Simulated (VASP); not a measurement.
# MnO: convergence, self-consistent run

MnO, P1 (no. 1), 2 atoms in the cell. PBE; PAW potentials Mn_pv, O (PBE set). VASP 6.6.1. The atoms are moved at random off their ideal places.

Wanted: energy within 1 meV/atom; forces within 0.005 eV/Å; pressure within 0.1 GPa.

POSCAR:
```
MnO
1.0
    0.0000000000      2.2239077028      2.2239077028
    2.2239077028      0.0000000000      2.2239077028
    2.2239077028      2.2239077028      0.0000000000
Mn O
1 1
Direct
    0.0083130000     -0.0074890000     -0.0026200000
    0.5001670000      0.5003160000      0.4998630000
```

## FFT grids and symmetry tolerance typed by hand

| FFT grids and symmetry tolerance typed by hand | Energy less reference (meV/atom) | Forces, largest deviation (eV/Å) | Pressure (GPa) | SCF iterations | Time (s) |
|---|---|---|---|---|---|
| default | 0.0 | 0.0000 | -6.37 | 16 | 65 |
| NGX, NGY, NGZ = 28, 28, 28 | 0.0 | 0.0002 | -6.37 | 16 | 136 |
| NGX, NGY, NGZ = 18, 18, 18 | -0.1 | 0.0014 | -6.36 | 16 | 59 |
| NGX, NGY, NGZ = 14, 14, 14 | -5.4 | 0.0027 | -6.29 | 16 | 25 |
| NGX, NGY, NGZ = 12, 12, 12 | 16.9 | 0.0019 | -7.94 | 16 | 21 |
| NGXF, NGYF, NGZF = 32, 32, 32 | -0.1 | 0.0017 | -6.37 | 16 | 73 |
| NGXF, NGYF, NGZF = 62, 62, 62 | 0.0 | 0.0003 | -6.37 | 16 | 65 |
| SYMPREC = 0.001 | -0.1 | 0.0028 | -6.37 | 16 | 37 |
| SYMPREC = 1e-08 | 0.0 | 0.0000 | -6.37 | 16 | 64 |
| EWALD_CUTOFF = 2.0 | -4594.5 | 0.0936 | 108.76 | 16 | 65 |
| EWALD_CUTOFF = 8.0 | 0.0 | 0.0000 | -6.37 | 16 | 65 |

Chosen: default; no other choice that stays within half of the tolerance saves 30 % of the time.

## The input

INCAR:
```
SYSTEM = MnO
PREC     = Accurate       ! precision mode
ENCUT    = 400            ! plane-wave cutoff, eV
EDIFF    = 1E-7           ! SCF threshold, eV
ISMEAR   = 0              ! smearing method
SIGMA    = 0.02           ! smearing width, eV
LREAL    = .FALSE.        ! projectors in reciprocal space
LASPH    = .TRUE.         ! aspherical terms in the spheres
ALGO     = Normal         ! electronic algorithm
NELM     = 100            ! most SCF steps
ISIF     = 2              ! what is computed and relaxed
LWAVE    = .FALSE.        ! write WAVECAR
LCHARG   = .FALSE.        ! write CHGCAR
ISPIN    = 2              ! spin polarisation
MAGMOM   = 4 0            ! initial moments
LORBIT   = 11             ! projections on sites
LMAXMIX  = 4              ! l up to which the mixer works
```

KPOINTS:
```
k-points
0
Gamma
  9 9 9
```

Commands:
```
cat potpaw_PBE.64/Mn_pv/POTCAR potpaw_PBE.64/O/POTCAR > POTCAR
mpirun -np 1 vasp_std > vasp.out
```

The chosen input took VASP 6.6.1 65 s on 1 core (Intel Xeon 6975P-C (Granite Rapids)), a shared host.

## An input that fails: an FFT grid typed too coarse

It runs to its end, but against the unchanged starting input it is off by 1140.8 meV/atom in the energy, 0.0394 eV/Å in the forces, 44.72 GPa in the pressure.

Changes against the starting input:
```
+ NGX = 8
+ NGY = 8
+ NGZ = 8
```
